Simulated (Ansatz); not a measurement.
The parent structure is ZrO2 in the fluorite structure (space group Fm-3m, No. 225; a = 5.089 Å). Axes: x, y, z lie along the cube axes.

All numbers come from r2SCAN/PAW in Ansatz (a first-principles code), no spin-orbit coupling.

Modification: the cell is stretched by 2.64 % along z with no lateral relaxation, atoms relaxed at fixed cell.

**Question.** Predict the stress tensor and what it implies for the stiffness.

**Answer.** Stress of the strained cell less that of the base (GPa, compression positive):
```
  -2.43    0.00    0.00
   0.00   -2.43    0.00
   0.00    0.00  -14.09
```

Then −Δσ_ii/ε with ε = 0.0264 gives secant stiffness values (nonlinear terms included at this strain): C33 ≈ 534 GPa, C13 ≈ 92 GPa and C23 ≈ 92 GPa.

As a check, the harmonic strain energy −½ V₀ Δσ:ε is 13 meV/atom; the computed energy rise is 13 meV/atom.

Whether these cells are dynamically stable was not tested. This is not the structure that ZrO2 has at room temperature and ambient pressure.
